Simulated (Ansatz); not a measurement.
Re:

```
Re
1.0
     2.76639    0.00000    0.00000
    -1.38319    2.39576    0.00000
     0.00000    0.00000    8.93885
Re
4
Direct
  0.66667 0.33333 0.75000
  0.00000 0.00000 0.50000
  0.33333 0.66667 0.25000
  0.00000 0.00000 0.00000
```

| Quantity | Value |
| --- | --- |
| Program | Ansatz 0.2.0 |
| Task | relaxation of cell and atoms |
| Functional | RPBE |
| Potentials or basis | Ansatz PAW |
| Cutoff | 420 eV (not typed: the program's choice for these potentials) |
| k mesh | 11 × 11 × 3 |
| Occupations | fermi-dirac, width 0.05 eV |
| Spin | no spin polarisation |

At the start: volume 14.81 Å³/atom.

Q: How do energy, volume and symmetry change on relaxing?

A: It ends after 4 steps and the volume is 15.10 Å³/atom (+2.0 %); space group P6_3/mmc (No. 194, to 0.05 Å).

The path:
| step | energy change (eV) | largest force (eV/Å) | volume (Å³) |
| --- | --- | --- | --- |
| 1 | 0.0000 | 0.0000 | 59.24 |
| 2 | -0.0241 | 0.0000 | 60.52 |
| 3 | -0.0244 | 0.0000 | 60.41 |
| 4 | -0.0258 | 0.0000 | 60.41 |

Final structure:
```
Re
1.0
     2.78338    0.00000    0.00000
    -1.39169    2.41048    0.00000
     0.00000    0.00000    9.00448
Re
4
Direct
  0.66667 0.33333 0.75000
  0.00000 0.00000 0.50000
  0.33333 0.66667 0.25000
  0.00000 0.00000 0.00000
```

Caveat: the plane-wave basis is chosen anew once the cell has moved, so the energies of steps on either side of that aren't comparable; the PAW data sets come from PBE, with cores solved anew for the run's functional, which leaves a small shift of forces and pressure.
